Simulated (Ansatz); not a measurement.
An Ansatz run on AlN built on the rocksalt prototype left the output below. The cell was relaxed with r2SCAN and then strained, so it isn't that functional's minimum.

The cell given to it:
```cif
data_structure
_symmetry_space_group_name_H-M 'P 1'
_symmetry_Int_Tables_number 1
_cell_length_a 2.8621
_cell_length_b 2.8621
_cell_length_c 2.8621
_cell_angle_alpha 60.499
_cell_angle_beta 60.499
_cell_angle_gamma 60.499
_cell_volume 16.77
loop_
_atom_site_label
_atom_site_type_symbol
_atom_site_fract_x
_atom_site_fract_y
_atom_site_fract_z
_atom_site_occupancy
Al1 Al 0.00000 0.00000 0.00000 1
N1 N 0.50000 0.50000 0.50000 1
```

Output, abridged:
```
Functional definition: PBE
Crystal: 2 atoms, lattice volume = 16.765 Å³
Basis set: ecut = 420 eV, 331 PW (Γ)
Bands: 8, of which v1, the nominal top of the filled ones, is band 4 counted from 1 (3 counted from 0)
Symmetry: 12 space group operations
Space group: R-3m (ITA 166)
k-points: 32 of 216
SCF 1 converged in 6 iterations: F = -923.908433 eV  dr2 = 5.63e-12
SCF converged after 6 iterations
Free energy (F): -923.908433 eV
Fermi energy:    11.131577 eV
--- Per-component energies (eV) ---
  E_band       = 37.705413
  E_kinetic    = 162.327588
  E_local      = -170.655625
  E_nonlocal   = 54.131423
  E_hartree    = 62.227981
  E_xc         = -103.002175
  E_vxc        = -109.668871
  E_paw        = -594.751005
  E_vpaw       = -22.885142
  E_ewald      = -334.186717
--- Band table (eV; the first three rows and the last of 32) ---
  k-point 0: bands = [-6.3797, 10.9787, 10.9787, 11.1316, 16.4826, 22.9736, 22.9736, 23.3229]
  k-point 1: bands = [-5.8289, 8.6062, 10.6839, 10.8099, 17.7009, 21.6446, 23.5486, 23.7678]
  k-point 2: bands = [-4.3633, 4.8395, 10.1748, 10.2815, 17.4927, 22.5670, 22.6921, 22.9509]
  k-point 31: bands = [-3.1236, 2.9029, 9.8964, 9.8964, 16.9270, 21.7619, 21.7619, 24.2206]
--- G₀W₀: contour deformation, 6 samples at zero and on the imaginary axis and 2 off it, 216 q-points, 69 empty bands' worth ---
    ik  band        ε_KS         Σx   Σc(E_QP)       V_xc       Z   E_QP_lin       E_QP  E_QP is
     0     3     10.9787   -22.0884     2.9104   -18.4249  0.7971    10.2221    10.2257  root
     0     4     11.1316   -22.1638     2.9301   -18.4892  0.7969    10.3836    10.3871  root
     0     5     16.4826   -12.1022    -4.6193   -17.7250  0.8141    17.4919    17.4861  root
     0     6     22.9736    -5.1494    -5.2890   -11.1194  0.8245    23.6586    23.6546  root
     1     3     10.6839   -21.8924     2.9716   -18.1272  0.7967     9.8862     9.8902  root
     1     4     10.8099   -21.9586     2.9914   -18.1798  0.7965    10.0184    10.0224  root
     1     5     17.7009   -11.2616    -4.8230   -17.1032  0.8121    18.7260    18.7195  root
     1     6     21.6446    -6.6485    -5.3769   -12.8673  0.8141    22.4923    22.4865  root
     3     3      9.9506   -21.5551     3.1514   -17.5177  0.7947     9.0591     9.0646  root
     3     4     10.0484   -21.6210     3.1757   -17.5630  0.7945     9.1607     9.1661  root
     3     5     17.1239    -8.7485    -4.6194   -14.1428  0.8277    17.9023    17.8989  root
     3     6     21.9292    -7.1928    -5.3312   -13.5060  0.8219    22.9193    22.9112  root
     4     3     10.0862   -21.6443     3.0833   -17.6962  0.7958     9.2163     9.2214  root
     4     4     10.2122   -21.7054     3.0933   -17.7545  0.7957     9.3496     9.3546  root
     4     5     18.3883   -11.8584    -4.9563   -17.9392  0.8053    19.5213    19.5128  root
     4     6     20.0944    -5.1007    -4.9783   -10.6747  0.8338    20.6925    20.6900  root
     8     3      8.8987   -20.8796     3.2701   -16.6207  0.7932     7.9024     7.9099  root
     8     4     10.6417   -21.8340     3.0235   -18.0026  0.7960     9.8296     9.8338  root
     8     5     19.1464   -10.7688    -5.1928   -17.0564  0.8054    20.2501    20.2413  root
     8     6     20.8446    -6.9965    -5.2087   -13.0472  0.8166    21.6921    21.6865  root
     9     3      8.7390   -21.3704     3.3971   -16.9672  0.7912     7.7250     7.7329  root
     9     4      8.8870   -21.4250     3.3990   -17.0278  0.7914     7.8811     7.8889  root
     9     5     17.0871    -8.4467    -4.6585   -13.9543  0.8328    17.9405    17.9363  root
     9     6     17.3637    -6.3387    -4.6009   -11.5573  0.8393    17.9835    17.9814  root
    12     3      8.1939   -21.3373     3.5251   -16.7590  0.7889     7.1315     7.1407  root
    12     4      8.3500   -21.3890     3.5247   -16.8189  0.7891     7.2956     7.3046  root
    12     5     15.4965    -9.3511    -4.4006   -14.6101  0.8361    16.3588    16.3550  root
    12     6     16.3552    -5.6872    -4.4134   -10.5904  0.8440    16.8462    16.8450  root
    13     3     10.6669   -21.8856     2.9739   -18.1167  0.7966     9.8679     9.8719  root
    13     4     10.6669   -21.8856     2.9739   -18.1167  0.7966     9.8679     9.8719  root
    13     5     17.6157   -11.1584    -4.7967   -16.9607  0.8128    18.6277    18.6214  root
    13     6     21.8190    -6.6549    -5.4060   -12.9050  0.8135    22.6694    22.6631  root
    16     3      8.3721   -20.9177     3.4358   -16.4576  0.7897     7.3391     7.3478  root
    16     4      9.4222   -21.4163     3.2473   -17.2293  0.7935     8.4761     8.4825  root
    16     5     18.1851    -8.4076    -4.8014   -14.0536  0.8258    19.0341    19.0297  root
    16     6     20.5224    -8.5847    -5.2835   -14.9156  0.8148    21.5783    21.5698  root
  […]
```

The points are ik 0 = (0, 0, 0) (Γ), ik 1 = (0, 0, 1/6), ik 3 = (0, 0, -1/2) (L), ik 4 = (0, 1/6, 1/6), ik 8 = (0, 1/6, -1/6), ik 9 = (0, 1/3, 1/3), ik 12 = (0, -1/2, -1/2) (X), ik 13 = (1/6, 1/6, 1/6), ik 16 = (1/6, 1/6, -1/3), ik 25 = (1/6, -1/3, -1/3), ik 26 = (1/3, 1/3, 1/3), ik 31 = (-1/2, -1/2, -1/2) (L); band 4 is the last filled one.

**Question.** Reconstruct the input.

**Answer.**
```yaml
crystal:
  # lattice and atoms as above
kpoints:
  mp_grid: { grid: [6, 6, 6] }
hamiltonian:
  xc: pbe
scf:
  occupations: { method: fixed }
gw:
  n_empty_bands: 69
  ecut_chi: 150
  qp_bands: [v2, c2]
  qp_kpoints: band_edges
  screening: { model: contour_deformation }
```
The quasiparticle table needs the gw block. This is the file that was run, less any keys that only write grids; thresholds and some counts can't be read off the log exactly.

It took 6.2 s on 1 × NVIDIA H100 80GB HBM3 with 2 threads of AMD EPYC 7R13 Processor (Zen 3), on a shared host; peak host memory 1.2 GiB.

No spin polarisation. The prototype was imposed, so other structures may be more stable.
